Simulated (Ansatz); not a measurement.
# SiC (F-43m), a sublattice moved along a line

All numbers below come from DFT r2SCAN, scalar-relativistic, plane waves, PAW in Ansatz 0.2.0. Cutoff 500 eV, Γ-centred 12×12×12 k-points, Gaussian smearing of 0.05 eV. No spin polarisation. Energies are free energies at this smearing, counted from the undisturbed cell; pressure is positive in compression.

Zero of the scan (as given, not relaxed at this level; it stands at 1.3 GPa):

```yaml
crystal:
  lattice:
    - [0.00000, 2.17400, 2.17400]
    - [2.17400, 0.00000, 2.17400]
    - [2.17400, 2.17400, 0.00000]
  atoms:
    - { symbol: Si, position: [0.00000, 0.00000, 0.00000] }
    - { symbol: C, position: [0.75000, 0.75000, 0.75000] }
```

Every Si atom is moved by x along the Cartesian unit vector (0.000, -0.707, -0.707); the cell and all other atoms stay fixed.

| x (Å) | ΔE (meV/cell) |
| --- | --- |
| -0.5000 | 2723.1 |
| -0.2500 | 639.1 |
| 0.0000 | 0.0 |
| 0.0625 | 39.1 |
| 0.1250 | 157.1 |
| 0.1875 | 356.0 |
| 0.3125 | 1011.2 |
| 0.3750 | 1478.0 |
| 0.4375 | 2046.0 |

(1) Predict the pressure (GPa) at each point.

Answers

(1)
```csv
x (Å),pressure (GPa)
-0.5000,36.8
-0.2500,9.4
0.0000,1.3
0.0625,1.8
0.1250,3.3
0.1875,5.8
0.3125,14.2
0.3750,20.3
0.4375,27.8
```